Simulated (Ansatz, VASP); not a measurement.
# Two plane-wave programs on GaP

```
CELL_PARAMETERS angstrom
0.00000 2.72525 2.72525
2.72525 0.00000 2.72525
2.72525 2.72525 0.00000
ATOMIC_POSITIONS crystal
Ga 0.00000 0.00000 0.00000
P 0.25000 0.25000 0.25000
```

Alike in both runs: task single point; functional LDA; k mesh 7 × 7 × 7; non-collinear spin, spin-orbit coupling.

```csv
,VASP,Ansatz
version,VASP 6.6.1,Ansatz 0.2.0
potentials or method,"VASP PAW LDA potentials, release 64 (Ga_d, P)","plane waves, PAW"
plane-wave cutoff (eV),520,420
occupations,"gaussian, width 0.01 eV",fixed
valence electrons in the cell,18,18
```

|  | VASP | Ansatz | Ansatz less VASP |
| --- | --- | --- | --- |
| gap on the k mesh at the Fermi level (eV) | 1.41 | 1.41 | -0.002 |
| net moment per atom (μB) | 0.00 | 0.00 | 0.000 |
